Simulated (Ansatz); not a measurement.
# CaO: the cost of one run

Method: DFT PBE, scalar-relativistic, plane waves, PAW, in Ansatz 0.2.0.

18 further runs of the same task are left out: 1 that didn't finish, 17 set aside as unsound or not needed.

### 1 The structure to begin with

It takes space group P6_3/mmc (No. 194, hexagonal). Conventional cell: a = 4.005 Å, b = 4.005 Å, c = 4.808 Å, α = 90.00°, β = 90.00°, γ = 120.00°. Around Ca (site symmetry -6m2) lie 5 O at 2.31 to 2.40 Å. Around O (site symmetry -6m2) lie 5 Ca at 2.31 to 2.40 Å.

Coordinates:

```cif
data_structure
_symmetry_space_group_name_H-M 'P 1'
_symmetry_Int_Tables_number 1
_cell_length_a 4.0047
_cell_length_b 4.0047
_cell_length_c 4.8078
_cell_angle_alpha 90.000
_cell_angle_beta 90.000
_cell_angle_gamma 120.000
_cell_volume 66.77
loop_
_atom_site_label
_atom_site_type_symbol
_atom_site_fract_x
_atom_site_fract_y
_atom_site_fract_z
_atom_site_occupancy
Ca1 Ca 0.33333 0.66667 0.75000 1
Ca2 Ca 0.66667 0.33333 0.25000 1
O1 O 0.33333 0.66667 0.25000 1
O2 O 0.66667 0.33333 0.75000 1
```

It goes back to an entry of the Materials Project, which need not be the stable form.

This cell was relaxed beforehand with the same method: volume 16.69 Å³/atom, gap on the mesh 3.14 eV.

### 2 Plan of the line

The energy is mapped over volume and the cell's shape.

- volume per atom: 7 values from 15.36 to 18.03 Å³
- c/a of the conventional cell: 7 values from 1.064 to 1.354

Nothing else is relaxed (symmetry fixes all fractional coordinates). Energies count from the relaxed crystal. Points are written as (first, second).

### 3 The run at (15.36 Å³, 1.064)

The input, input.yaml:

```yaml
crystal:
  lattice:
    - [4.0545897931, 0.0, 0.0]
    - [-2.0272948966, 3.5113777628, 0.0]
    - [0.0, 0.0, 4.3148944578]
  atoms:
    - { symbol: Ca, position: [0.3333333333, 0.6666666667, 0.75] }
    - { symbol: Ca, position: [0.6666666667, 0.3333333333, 0.25] }
    - { symbol: O, position: [0.3333333333, 0.6666666667, 0.25] }
    - { symbol: O, position: [0.6666666667, 0.3333333333, 0.75] }
basis:
  ecutwfc: 520.0
kpoints:
  mp_grid: { grid: [9, 9, 6] }
hamiltonian:
  xc: pbe
scf:
  occupations: { method: gaussian, width: 0.05 }
output:
  forces: true
  stress: true
  eigenvalues: true
```

Command:

```bash
> ansatz run input.yaml --threads 1 --pin off --max-ram 2048MiB --backend cpu --events-out ev --progress --plain --runs-dir out
```

**Question.** How long does this run take on 1 thread of Arm Neoverse N1, shared host, and how much memory does it need?

About 7.1 s, with a peak of 0.35 GiB.
